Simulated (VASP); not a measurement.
# Al2O3 (P-6m2) in VASP: further runs

One crystal, Al2O3, is run at these levels: HSE03, PBE0, LDA; tasks: band structure, dielectric tensor.

Everything below comes from runs of VASP 6.6.1. Logs are shortened: lines on timing, memory, paths and dates and some standing lists are left out, and cuts for length are marked.

### Step 1. The crystal as given

Symmetry: P-6m2, No. 187, hexagonal system. The conventional cell has a = 2.884 Å, b = 2.884 Å, c = 9.337 Å, α = 90.00°, β = 90.00°, γ = 120.00°. Al (site symmetry 3m) has 3 O at 1.80 Å as nearest neighbours. O (site symmetry 3m) has 3 Al at 1.80 Å as nearest neighbours. O (site symmetry -6m2) has 6 Al at 2.18 Å as nearest neighbours.

Measurements of this composition are mostly on another form, of space group No. 167.

### Step 2. Band structure, HSE03

POSCAR

```
Al2O3
1.0
    2.8843249483      0.0000000000      0.0000000000
   -1.4421624742      2.4978986780      0.0000000000
    0.0000000000      0.0000000000      9.3367544600
Al O
2 3
Direct
    0.0000000000      0.0000000000      0.8500076700
    0.0000000000      0.0000000000      0.1499923300
    0.3333333333      0.6666666667      0.7776830800
    0.6666666667      0.3333333333      0.0000000000
    0.3333333333      0.6666666667      0.2223169200
```

INCAR.step1

```
SYSTEM = Al2O3
ALGO = Normal ; EDIFF = 1E-5
ENCUT = 520 ; GGA = PE
ISIF = 2 ; ISMEAR = 0
KPAR = 4 ; LASPH = .True.
LCHARG = .False. ; LREAL = .False.
LWAVE = .True. ; NELM = 80
PREC = Accurate ; SIGMA = 0.02
```

INCAR.step2

```
SYSTEM = Al2O3
ALGO = Normal ; EDIFF = 1E-6
ENCUT = 520 ; GGA = PE
HFSCREEN = 0.3 ; ISIF = 2
ISMEAR = 0 ; ISTART = 1
KPAR = 4 ; LASPH = .True.
LCHARG = .False. ; LHFCALC = .True.
LREAL = .False. ; LWAVE = .False.
NELM = 80 ; PREC = Accurate
PRECFOCK = Fast ; SIGMA = 0.02
```

KPOINTS

```
k-points
0
Gamma
  6 6 2
  0 0 0
```

KPOINTS_OPT

```
path GMKGALHA,LM,KH
8
line-mode
reciprocal
 0.0000000000  0.0000000000  0.0000000000  G
 0.5000000000  0.0000000000  0.0000000000  M

 0.5000000000  0.0000000000  0.0000000000  M
 0.3333333333  0.3333333333  0.0000000000  K

 0.3333333333  0.3333333333  0.0000000000  K
 0.0000000000  0.0000000000  0.0000000000  G

 0.0000000000  0.0000000000  0.0000000000  G
 0.0000000000  0.0000000000  0.5000000000  A

 0.0000000000  0.0000000000  0.5000000000  A
 0.5000000000  0.0000000000  0.5000000000  L

 0.5000000000  0.0000000000  0.5000000000  L
 0.3333333333  0.3333333333  0.5000000000  H

 0.3333333333  0.3333333333  0.5000000000  H
 0.0000000000  0.0000000000  0.5000000000  A

 0.5000000000  0.0000000000  0.5000000000  L
 0.5000000000  0.0000000000  0.0000000000  M

 0.3333333333  0.3333333333  0.0000000000  K
 0.3333333333  0.3333333333  0.5000000000  H
```

Potentials or basis: VASP PAW PBE potentials, release 64 (Al, O).

Launch:

```console
cat potpaw_PBE.64/Al/POTCAR potpaw_PBE.64/O/POTCAR > POTCAR
cp INCAR.step1 INCAR
mpirun -np 4 vasp_std > vasp.out
cp INCAR.step2 INCAR
mpirun -np 4 vasp_std > vasp.out
```

OUTCAR:

```text
SYSTEM = Al2O3
   EDIFF = 1E-6
   ENCUT = 520
   GGA = PE
   HFSCREEN = 0.3
   ISIF = 2
   ISMEAR = 0
   ISTART = 1
   LASPH = .True.
   LHFCALC = .True.
   LREAL = .False.
   NELM = 80
   PREC = Accurate
   PRECFOCK = Fast

 ion  position               nearest neighbor table
   1  0.000  0.000  0.850-   3 1.80   3 1.80   3 1.80   4 2.18   4 2.18   4 2.18   2 2.80
   2  0.000  0.000  0.150-   5 1.80   5 1.80   5 1.80   4 2.18   4 2.18   4 2.18   1 2.80
   3  0.333  0.667  0.778-   1 1.80   1 1.80   1 1.80
   4  0.667  0.333  0.000-   1 2.18   2 2.18   1 2.18   2 2.18   1 2.18   2 2.18
   5  0.333  0.667  0.222-   2 1.80   2 1.80   2 1.80

  LATTYP: Found a hexagonal cell.
 ALAT       =     2.8843249483
 C/A-ratio  =     3.2370674689

  Lattice vectors:

 A1 = (   2.8843249483,   0.0000000000,   0.0000000000)
 A2 = (  -1.4421624742,   2.4978986780,   0.0000000000)
 A3 = (   0.0000000000,   0.0000000000,   9.3367544600)

Analysis of symmetry for initial positions (statically):
=====================================================================
 Subroutine PRICEL returns:
 Original cell was already a primitive cell.

 Routine SETGRP: Setting up the symmetry group for a
 hexagonal supercell.

 Subroutine GETGRP returns: Found 12 space group operations
 (whereof 12 operations were pure point group operations)
 out of a pool of 24 trial point group operations.

The static configuration has the point symmetry D_3h.

Analysis of symmetry for dynamics (positions and initial velocities):
=====================================================================
 Subroutine PRICEL returns:
 Original cell was already a primitive cell.

 Routine SETGRP: Setting up the symmetry group for a
 hexagonal supercell.

 Subroutine GETGRP returns: Found 12 space group operations
 (whereof 12 operations were pure point group operations)
 out of a pool of 24 trial point group operations.

The dynamic configuration has the point symmetry D_3h.

 Subroutine INISYM returns: Found 12 space group operations
 (whereof 12 operations are pure point group operations),
 and found     1 'primitive' translations

----------------------------------------------------------------------------------------

                                     Primitive cell

  volume of cell :      67.2690

  direct lattice vectors                    reciprocal lattice vectors
     2.884324948  0.000000000  0.000000000     0.346701574  0.200168247  0.000000000
    -1.442162474  2.497898678  0.000000000     0.000000000  0.400336494  0.000000000
     0.000000000  0.000000000  9.336754460     0.000000000  0.000000000  0.107103598

  length of vectors
     2.884324948  2.884324948  9.336754460     0.400336494  0.400336494  0.107103598

  position of ions in fractional coordinates (direct lattice)
     0.000000000  0.000000000  0.850007670
     0.000000000  0.000000000  0.149992330
     0.333333333  0.666666667  0.777683080
     0.666666667  0.333333333  0.000000000
     0.333333333  0.666666667  0.222316920

  ion indices of the primitive-cell ions
   primitive index   ion index
                 1           1
                 2           2
                 3           3
                 4           4
                 5           5

----------------------------------------------------------------------------------------

 KPOINTS: k-points

Automatic generation of k-mesh.
 Grid dimensions read from file:
 generate k-points for:    6    6    2

 Generating k-lattice:

  Cartesian coordinates                     Fractional coordinates (reciprocal lattice)
     0.057783596  0.033361375  0.000000000     0.166666667  0.000000000  0.000000000
     0.000000000  0.066722749  0.000000000     0.000000000  0.166666667  0.000000000
     0.000000000  0.000000000  0.053551799     0.000000000  0.000000000  0.500000000

  Length of vectors
     0.066722749  0.066722749  0.053551799

  Shift w.r.t. Gamma in fractional coordinates (k-lattice)
     0.000000000  0.000000000  0.000000000

 Subroutine IBZKPT returns following result:
 ===========================================

 Found     14 irreducible k-points:

 Following reciprocal coordinates:
            Coordinates               Weight
  0.000000  0.000000  0.000000      1.000000
  0.166667  0.000000  0.000000      6.000000
  0.333333 -0.000000  0.000000      6.000000
  0.500000  0.000000  0.000000      3.000000
  0.166667  0.166667  0.000000      6.000000
  0.333333  0.166667  0.000000     12.000000
  0.333333  0.333333  0.000000      2.000000
  0.000000  0.000000  0.500000      1.000000
  0.166667  0.000000  0.500000      6.000000
  0.333333 -0.000000  0.500000      6.000000
  0.500000  0.000000  0.500000      3.000000
  0.166667  0.166667  0.500000      6.000000
  0.333333  0.166667  0.500000     12.000000
  0.333333  0.333333  0.500000      2.000000
   k-points           NKPTS =     14   k-points in BZ     NKDIM =     72   number of bands    NBANDS=     16
   number of dos      NEDOS =    301   number of ions     NIONS =      5
   total plane-waves  NPLWV =  40320
   dimension x,y,z NGX =    24 NGY =   24 NGZ =   70
   dimension x,y,z NGXF=    48 NGYF=   48 NGZF=  140
   ions per type =               2   3
   NGX,Y,Z   is equivalent  to a cutoff of  13.83, 13.83, 12.46 a.u.
   NGXF,Y,Z  is equivalent  to a cutoff of  27.67, 27.67, 24.93 a.u.
 SYSTEM =  Al2O3
   PREC   = accura    normal or accurate (medium, high low for compatibility)
   ISTART =      1    job   : 0-new  1-cont  2-samecut
   ICHARG =      0    charge: 1-file 2-atom 10-const
   ISPIN  =      1    spin polarized calculation?
   LNONCOLLINEAR =      F non collinear calculations
   LSORBIT =      F    spin-orbit coupling
   LASPH  =      T    aspherical Exc in radial PAW
   ENCUT  =  520.0 eV  38.22 Ry    6.18 a.u.   5.36  5.36 17.36*2*pi/ulx,y,z
   NELM   =     80;   NELMIN=  2; NELMDL=  0     # of ELM steps
   EDIFF  = 0.1E-05   stopping-criterion for ELM
   LREAL  =      F    real-space projection
   EDIFFG = 0.1E-04   stopping-criterion for IOM
   NSW    =      0    number of steps for IOM
   IBRION =     -1    ionic relax: 0-MD 1-quasi-New 2-CG
   NFREE  =      0    steps in history (QN), initial steepest desc. (CG)
   ISIF   =      2    stress and relaxation
   ISYM   =      3    0-nonsym 1-usesym 2-fastsym
   POTIM  = 0.5000    time-step for ionic-motion
   TEBEG  =    0.0;   TEEND  =   0.0 temperature during run
   PSTRESS=    0.0 pullay stress
   NELECT =      24.0000    total number of electrons
   NUPDOWN=      -1.0000    fix difference up-down
   EMIN   =  10.00;   EMAX   =-10.00  energy-range for DOS
   EFERMI =   0.00;   METHOD = LEGACY
   ISMEAR =     0;   SIGMA  =   0.02  broadening in eV -4-tet -1-fermi 0-gaus
   EFERMI_NEDOS =   21; number of points for ismear=-14 and -15
   IALGO  =     38    algorithm
   IMIX   =      1    mixing-type and parameters
     AMIX     =   0.40;   BMIX     =  1.00
     AMIX_MAG =   1.60;   BMIX_MAG =  1.00
  volume/ion in A,a.u.               =      13.45        90.79
  Fermi-wavevector in a.u.,A,eV,Ry     =   1.161111  2.194181 18.343074  1.348178
  Thomas-Fermi vector in A             =   2.297686
   LORBIT       =      0    0 simple, 1 ext, 2 COOP (PROOUT), +10 PAW based schemes
   GGA     = PE    functional components
   LHFCALC =     T    Hartree Fock is set to
   PRECFOCK=fast      Normal, Fast or Accurate (Low or Medium for compatibility)
   ENCUT4O =  -1.0   cutoff for four orbital integrals eV
   NKREDX  =     1    reduce k-point grid by
   NKREDY  =     1    reduce k-point grid by
   NKREDZ  =     1    reduce k-point grid by
   AEXX    =    0.2500 exact exchange contribution
   HFSCREEN=    0.3000 screening length (either q_TF or 0.3 A-1)
   HFSCREENC=   0.3000 screening length for correlation (either q_TF or 0.3 A-1)
   ENCUTFOCK=  -1.0 apply spherical cutoff to Coloumb kernel
   IVDW    =     0    specifies the selected vdW correction
   LEPSILON=     F    determine dielectric tensor
   LRPA    =     F    only Hartree local field effects (RPA)
 non-spin polarized calculation
 Gauss-broadening in eV      SIGMA  =   0.02
  energy-cutoff  :      520.00
  volume of cell :       67.27
 maximum number of plane-waves:      1846
 NGX is ok and might be reduce to    24
  NGX = 14; NGY = 14; NGZ = 48

 number of electron      23.9999983 magnetization

 Free energy of the ion-electron system (eV)
  ---------------------------------------------------
  ext. energy  EPLUGINS =         0.00000000
  ---------------------------------------------------
  free energy    TOTEN  =       -43.03562600 eV

  energy without entropy =      -43.03562600  energy(sigma->0) =      -43.03562600

 E-fermi :  -0.1298     XC(G=0):  -7.1836

 val. band max:       -0.2341495430   @ k =   0.1667   0.0000   0.0000
 cond. band min:       6.0083714291   @ k =   0.0000   0.0000   0.0000
 fundamental gap:      6.2425209721
 Fermi energy:        -0.1297886253

 k-point     1 :       0.0000    0.0000    0.0000
  band No.  band energies     occupation
      1     -20.4891      2.00000
      2     -19.4268      2.00000
      3     -18.1934      2.00000
      4      -5.5073      2.00000
      5      -2.4943      2.00000
      6      -1.7586      2.00000
[... 8 lines left out ...]
     15       9.1765      0.00000
     16      10.3744      0.00000

 k-point     2 :       0.1667    0.0000    0.0000
  band No.  band energies     occupation
      1     -20.1434      2.00000
      2     -19.1730      2.00000
      3     -18.0749      2.00000
      4      -5.3359      2.00000
      5      -3.3965      2.00000
      6      -2.6487      2.00000
[... 8 lines left out ...]
     15      10.0600      0.00000
     16      11.3050      0.00000

 k-point     3 :       0.3333   -0.0000    0.0000
  band No.  band energies     occupation
      1     -19.2853      2.00000
      2     -18.6115      2.00000
      3     -17.9135      2.00000
      4      -5.7389      2.00000
      5      -5.4976      2.00000
      6      -4.1455      2.00000
[... 8 lines left out ...]
     15      10.6358      0.00000
     16      11.7215      0.00000

 k-point     4 :       0.5000    0.0000    0.0000
  band No.  band energies     occupation
      1     -18.6271      2.00000
      2     -18.2966      2.00000
      3     -18.0064      2.00000
      4      -6.4831      2.00000
      5      -6.3445      2.00000
      6      -4.8487      2.00000
[... 8 lines left out ...]
     15      10.4337      0.00000
     16      12.4715      0.00000
[... 134 lines left out ...]
 k-point    12 :       0.1667    0.1667    0.5000
  band No.  band energies     occupation
      1     -19.5368      2.00000
      2     -18.7617      2.00000
      3     -17.9302      2.00000
      4      -5.4123      2.00000
      5      -4.5651      2.00000
      6      -4.0921      2.00000
[... 8 lines left out ...]
     15      11.5751      0.00000
     16      12.0099      0.00000

 k-point    13 :       0.3333    0.1667    0.5000
  band No.  band energies     occupation
      1     -18.6967      2.00000
      2     -18.3058      2.00000
      3     -17.9386      2.00000
      4      -6.0112      2.00000
      5      -5.9428      2.00000
      6      -4.6250      2.00000
[... 8 lines left out ...]
     15      11.5953      0.00000
     16      12.1381      0.00000

 k-point    14 :       0.3333    0.3333    0.5000
  band No.  band energies     occupation
      1     -18.1810      2.00000
      2     -18.1564      2.00000
      3     -18.1504      2.00000
      4      -5.9642      2.00000
      5      -5.5581      2.00000
      6      -4.5283      2.00000
[... 8 lines left out ...]
     15      12.2491      0.00000
     16      13.8678      0.00000

------------------------ aborting loop because EDIFF is reached ----------------------------------------

  FORCE on cell =-STRESS in cart. coord.  units (eV):
  Direction    XX          YY          ZZ          XY          YZ          ZX
  --------------------------------------------------------------------------------------
  -------------------------------------------------------------------------------------
  Total       -2.2473069     -2.2473069     -1.4920714      0.0000000     -0.0000000      0.0000000
  in kB      -53.5251662    -53.5251662    -35.5373674      0.0000000     -0.0000000      0.0000000
  external PRESSURE =     -47.5292333 kB  Pullay stress =       0.0000000 kB

 VOLUME and BASIS-vectors are now :
 -----------------------------------------------------------------------------
  energy-cutoff  :      520.00
  volume of cell :       67.27
      direct lattice vectors                 reciprocal lattice vectors
     2.884324948  0.000000000  0.000000000     0.346701574  0.200168247  0.000000000
    -1.442162474  2.497898678  0.000000000     0.000000000  0.400336494  0.000000000
     0.000000000  0.000000000  9.336754460     0.000000000  0.000000000  0.107103598

 POSITION                                       TOTAL-FORCE (eV/Angst)
 -----------------------------------------------------------------------------------
      0.00000      0.00000      7.93631         0.000000      0.000000     -0.150183
      0.00000      0.00000      1.40044         0.000000      0.000000      0.150183
     -0.00000      1.66527      7.26104        -0.000000     -0.000000      0.444640
      1.44216      0.83263      0.00000         0.000000      0.000000      0.000000
     -0.00000      1.66527      2.07572        -0.000000      0.000000     -0.444640
 -----------------------------------------------------------------------------------
    total drift:                               -0.000001      0.000000      0.000004

  FREE ENERGIE OF THE ION-ELECTRON SYSTEM (eV)
  ---------------------------------------------------
  free  energy   TOTEN  =       -43.0356259978 eV

  energy  without entropy=      -43.0356259978  energy(sigma->0) =      -43.03562600
```

It took 14 min on 4 MPI ranks of Intel Xeon Platinum 8488C (Sapphire Rapids), shared host; peak memory 0.3 GiB.

What came out:

- Free energy: -43.0356 eV
- Pressure: -4.8 GPa
- Largest force: 0.445 eV/Å
- Band gap on the k mesh: 6.24 eV, indirect (least direct gap 6.47 eV)
- Band gap along the path: 6.24 eV, indirect (least direct gap 6.47 eV)

Forces in eV/Å, atoms in the order of the input:
```
Al   0.000  0.000 -0.150
Al   0.000  0.000  0.150
O    0.000  0.000  0.445
O    0.000  0.000  0.000
O    0.000  0.000 -0.445
```

Levels at the corners of the path, in eV from the valence-band top:
| point | band 10 | band 11 | band 12 | band 13 | band 14 | band 15 |
| --- | --- | --- | --- | --- | --- | --- |
| Γ | -0.49 | -0.49 | -0.23 | 6.24 | 8.81 | 9.40 |
| M | -1.00 | -0.89 | -0.66 | 9.37 | 10.49 | 10.66 |
| M | -1.00 | -0.89 | -0.66 | 9.37 | 10.49 | 10.66 |
| K | -1.34 | -1.25 | -0.08 | 11.20 | 11.41 | 12.47 |
| K | -1.34 | -1.25 | -0.08 | 11.20 | 11.41 | 12.47 |
| Γ | -0.49 | -0.49 | -0.23 | 6.24 | 8.81 | 9.40 |
| Γ | -0.49 | -0.49 | -0.23 | 6.24 | 8.81 | 9.40 |
| A | -0.49 | -0.49 | -0.27 | 6.39 | 8.35 | 9.52 |
| A | -0.49 | -0.49 | -0.27 | 6.39 | 8.35 | 9.52 |
| L | -1.00 | -0.90 | -0.65 | 9.39 | 10.44 | 10.73 |
| L | -1.00 | -0.90 | -0.65 | 9.39 | 10.44 | 10.73 |
| H | -1.34 | -1.25 | -0.07 | 11.17 | 11.42 | 12.48 |
| H | -1.34 | -1.25 | -0.07 | 11.17 | 11.42 | 12.48 |
| A | -0.49 | -0.49 | -0.27 | 6.39 | 8.35 | 9.52 |
| L | -1.00 | -0.90 | -0.65 | 9.39 | 10.44 | 10.73 |
| M | -1.00 | -0.89 | -0.66 | 9.37 | 10.49 | 10.66 |
| K | -1.34 | -1.25 | -0.08 | 11.20 | 11.41 | 12.47 |
| H | -1.34 | -1.25 | -0.07 | 11.17 | 11.42 | 12.48 |

Caveat: the PAW data sets were made with another functional, which shifts forces and pressure a little.

(Part 1 of 4 ends here.)
